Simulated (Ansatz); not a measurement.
# HgTe: the cost of one run

Program: Ansatz 0.2.0. Level of theory: DFT PBE, scalar-relativistic, plane waves, PAW. These are calculated values, not measurements.

### Step 1. The structure to begin with

Symmetry: F-43m, No. 216, cubic system. Conventional cell: a = 6.447 Å, b = 6.447 Å, c = 6.447 Å, α = 90.00°, β = 90.00°, γ = 90.00°. Hg (site symmetry -43m) is surrounded by 4 Te at 2.79 Å. Te (site symmetry -43m) has 4 Hg at 2.79 Å as nearest neighbours.

Coordinates:

```xyz
2
Lattice="0.0000 3.2235 3.2235 3.2235 0.0000 3.2235 3.2235 3.2235 0.0000" Properties=species:S:1:pos:R:3 pbc="T T T"
Hg    0.0000    0.0000    0.0000
Te    4.8353    4.8353    4.8353
```

No relaxation comes first: the listed cell is the starting point.

### Step 2. Zero of energy

Reference values: F = -20793.6744 eV; pressure 4.06 GPa; largest force 0.000 eV/Å; gap on the mesh none (metal). It was computed beforehand with the settings of the runs below.

### Step 3. Setting up biaxial against axial strain

The cell is strained by p along both x and y and by q along z, with fractional coordinates fixed.

### Step 4. At p = -0.030, q = -0.030

File input.yaml:

```yaml
crystal:
  lattice:
    - [0.0, 3.126795, 3.126795]
    - [3.126795, 0.0, 3.126795]
    - [3.126795, 3.126795, 0.0]
  atoms:
    - { symbol: Hg, position: [0.0, 0.0, 0.0] }
    - { symbol: Te, position: [0.75, 0.75, 0.75] }
basis:
  ecutwfc: 420
kpoints:
  mp_grid: { grid: [14, 14, 14] }
hamiltonian:
  xc: pbe
scf:
  occupations: { method: gaussian, width: 0.15 }
output:
  forces: true
  stress: true
  eigenvalues: true
```

Started as:

```sh
$ ansatz run input.yaml --threads 1 --pin off --max-ram 2560MiB --backend cpu --events-out ev --progress --plain --runs-dir out
```

Q: Estimate wall time and peak memory on 1 thread of AMD EPYC 9R45 (Zen 5), shared host.

About 3.9 s, with a peak of 0.49 GiB.
